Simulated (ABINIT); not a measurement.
Crystal: Fe.

```
CELL_PARAMETERS angstrom
0.00000 1.94174 1.96511
1.49844 0.00000 1.96511
1.49844 1.94174 0.00000
ATOMIC_POSITIONS crystal
Fe 0.00000 0.00000 0.00000
```

Base run:

| Item | Value |
| --- | --- |
| Program | ABINIT 10.8.3 (patched build) |
| Functional | PBEsol |
| Potentials or basis | PseudoDojo NC SR PBEsol v0.4.1 standard |
| Cutoff | 1116 eV |
| k mesh | 10 × 10 × 10 |
| Occupations | fermi-dirac, width 0.05 eV |
| Spin | collinear spin, ferromagnetic start |
| Starting moments | [3.0] μB |

Its results: band gap on the k mesh none (metal or under the smearing width); pressure -12.2 GPa; net moment 2.23 μB per cell; site moments Fe +2.27 μB.

Question: The run is repeated on the same cell with these changes: k mesh from 10 × 10 × 10 to 18 × 18 × 18; occupations from fermi-dirac, width 0.05 eV to gaussian, width 0.136 eV. What comes out?

Answer: Band gap on the k mesh none (metal or under the smearing width); pressure -11.6 GPa; net moment 2.26 μB per cell; site moments Fe +2.29 μB.
